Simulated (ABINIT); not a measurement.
Runs of ABINIT 10.8.3 (patched build) on SnTe. The structure is cubic, space group F-43m (No. 216). Conventional cell: a = 7.222 Å, b = 7.222 Å, c = 7.222 Å, α = 90.00°, β = 90.00°, γ = 90.00°. Te (site symmetry -43m) is surrounded by 4 Sn at 3.13 Å. Around Sn (site symmetry -43m) lie 4 Te at 3.13 Å. Measurements of this composition are mostly on another form, of space group No. 225.

```csv
task,level,potentials or basis,cutoff (eV),fine-grid cutoff,gap on the mesh (eV),pressure (GPa)
single point,PBEsol,PseudoDojo NC SR PBEsol v0.4.1 standard,1088,-,0.29,-1.4
band structure,LDA,JTH PAW LDA v2.0,599,1197.3 eV,-,-2.2
band structure,r2SCAN,JTH PAW PBE v2.0,707,1306.15 eV,(a),-0.7
band structure,PBEsol,JTH PAW PBE v2.0,599,1197.3 eV,0.29,-1.4
```

Alike in all rows: no spin polarisation; cell as given; k mesh 7 × 7 × 7; smearing fermi-dirac 0.05 eV.

Task: Fill in the values left out.

Result: (a) 0.40.

Caveats: spin-orbit coupling is left out, which moves the levels of the heavy elements; the PAW data sets were made with another functional, which shifts forces and pressure a little (some runs); the mesh misses the band edges, which the band path finds closer together (some runs); an odd mesh through Γ misses points on the zone boundary, where band edges often lie (some runs).

A k mesh can miss the band edges, and the runs leave out spin-orbit coupling on Sn, Te.

The runs don't all hold the same shells in valence.

Runs at the PBE level aren't shown here.
